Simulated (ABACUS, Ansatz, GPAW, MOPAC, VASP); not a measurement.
GaAs: equilibrium volume by level of theory

Space group F-43m (No. 216). a = 5.654 Å, b = 5.654 Å, c = 5.654 Å, α = 90.00°, β = 90.00°, γ = 90.00°
```tsv
atom	site	symmetry	x	y	z
As	4c	-43m	0.2500	0.2500	0.2500
Ga	4a	-43m	0.0000	0.0000	0.0000
```

| rung | level | program and potentials | cutoff (eV) | k mesh | smearing | task | equilibrium volume (Å³/atom) | miss | notes |
| --- | --- | --- | --- | --- | --- | --- | --- | --- | --- |
| tight binding or semi-empirical | PM7 | MOPAC, the method's own minimal valence basis | - | 1 × 1 × 1 | none | equation of state | 22.34 | -1.1 % | coarse mesh; Γ point of a 3 × 3 × 3 supercell |
| GGA | AM05 | GPAW, PAW data sets generated for this functional | 600 | 8 × 8 × 8 | fermi-dirac 0.05 | equation of state | 23.10 | +2.3 % | far from this level's other runs, cause not traced |
| GGA | PBE | VASP, PBE PAW files As_GW, Ga_d_GW, 900 eV | 900 | 8 × 8 × 8 | fermi-dirac 0.05 | relaxation of cell and atoms | 23.75 | +5.2 % | - |
| GGA + dispersion | PBE+D3(BJ) | GPAW, GPAW PAW data sets (gpaw-data 1.2.1) | 600 | 8 × 8 × 8 | fermi-dirac 0.05 | equation of state | (a) | ? | - |
| GGA | PBEsol | ABACUS, PseudoDojo NC SR 0.4.1 PBE standard, plane waves | 1143 | 6 × 6 × 6 | fermi-dirac 0.05 | equation of state | 22.68 | +0.4 % | potentials made for PBE; fit through 4 volumes |
| GGA + dispersion | PBEsol+D3(BJ) | VASP, PBE PAW files As, Ga_d, 600 eV | 600 | 8 × 8 × 8 | fermi-dirac 0.05 | relaxation of cell and atoms | (b) | ? | potentials made for PBE |
| GGA | RPBE | Ansatz, all-electron LAPW, scalar-relativistic | - | 8 × 8 × 8 | fermi-dirac 0.05 | relaxation of cell and atoms | (c) | ? | - |
| GGA + dispersion | RPBE+D4 | GPAW, the program's PAW data sets (release 1.2.1) made for this functional | 600 | 8 × 8 × 8 | fermi-dirac 0.05 | equation of state | 22.60 | +0.1 % | far from this level's other runs, cause not traced |
| non-local van der Waals functional | optPBE-vdW | VASP, PBE PAW files As, Ga_d, 600 eV | 600 | 8 × 8 × 8 | fermi-dirac 0.05 | relaxation of cell and atoms | 24.08 | +6.6 % | potentials made for PBE |
| meta-GGA + dispersion | r2SCAN+D4 | VASP, PBE PAW files As, Ga_d, 600 eV | 600 | 8 × 8 × 8 | gaussian 0.05 | relaxation of cell and atoms | 22.48 | -0.4 % | potentials made for PBE |
| hybrid | PBE-EpsX | VASP, PBE PAW files As, Ga_d, 600 eV | 600 | 4 × 4 × 4 | fermi-dirac 0.05 | relaxation of cell and atoms | 23.69 | +4.9 % | coarse mesh; potentials made for PBE; exact-exchange share 1/ε∞ |
| hybrid | PBE0 | VASP, PBE PAW files As, Ga_d, 600 eV | 600 | 4 × 4 × 4 | fermi-dirac 0.05 | relaxation of cell and atoms | 22.88 | +1.3 % | coarse mesh; potentials made for PBE |

All rows: no spin polarisation. Smearing widths are in eV. Meshes differ between rows, which moves values too. Meshes are those of the run's cell of 2 atoms unless a note names another. Relaxations start from the cell shown or near it and stop with a little pressure left. Misses use the values as printed. Runs on faulty files, with rough fits or with known faults for this quantity aren't shown. No row holds spin-orbit coupling.

Measured: 22.58 Å³/atom at 300 K (pmc:10405594, doi:10.1107/S1600576723004302). The runs are for a static lattice.

Estimate the values left out from the other rows.

(a) 23.17 Å³/atom, miss +2.6 %; (b) 22.03 Å³/atom, miss -2.4 %; (c) 24.44 Å³/atom, miss +8.2 %.
